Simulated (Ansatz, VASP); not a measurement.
## Al in VASP and in Ansatz

The input INCAR:

```
  PREC = Accurate
  ENCUT = 520
  EDIFF = 1E-8
  ISMEAR = -1
  SIGMA = 0.08
  LREAL = False
  LASPH = True
  NELM = 80
  ALGO = Normal
  ISIF = 2
  LWAVE = False
  LCHARG = False
  GGA = PE
  LEFG = True
  NBANDS = 10
```

KPOINTS

```
Automatic mesh
0
Gamma
  9 9 9
```

Contents of POSCAR:

```
Al
1.0
    0.0000000000      3.0433706869      3.0433706869
    3.0433706869      0.0000000000      3.0433706869
    3.0433706869      3.0433706869      0.0000000000
Al
2
Direct
    0.0000000000      0.0000000000      0.0000000000
    0.2500000000      0.2500000000      0.2500000000
```

Input for Ansatz:

```yaml
crystal:
  lattice:
    - [0.0, 3.0433706869, 3.0433706869]
    - [3.0433706869, 0.0, 3.0433706869]
    - [3.0433706869, 3.0433706869, 0.0]
  atoms:
    - { symbol: Al, position: [0.0, 0.0, 0.0] }
    - { symbol: Al, position: [0.25, 0.25, 0.25] }
kpoints:
  mp_grid: { grid: [9, 9, 9] }
scf:
  occupations: { method: fermi_dirac, width: 0.08 }
hamiltonian:
  xc: pbe
  pseudopotentials: { kind: paw }
output:
  forces: true
  stress: true
  eigenvalues: true
  efg: { contact_densities: true }
```

Change from the starting cell: volume scaled by 1.02, PAW files.

Alike in both runs: task electric field gradients; functional PBE; k mesh 9 × 9 × 9; occupations fermi-dirac, width 0.08 eV; no spin polarisation.

```csv
,VASP,Ansatz
version,VASP 6.6.1,Ansatz 0.2.0
potentials or method,"VASP PAW PBE potentials, release 64 (Al)","PAW with Ansatz's default frozen-core files, scalar-relativistic"
plane-wave cutoff (eV),520,420
valence electrons in the cell,6,6
```

|  | VASP | Ansatz | Ansatz less VASP |
| --- | --- | --- | --- |
| pressure (GPa) | -0.7 | -0.7 | +0.02 |
| Vzz of the field gradient on the site that differs most (V/Å²) | 0.0 | 0.0 | 0.00 |

With one functional, cell and mesh, what is left measures potentials, basis and numerics.
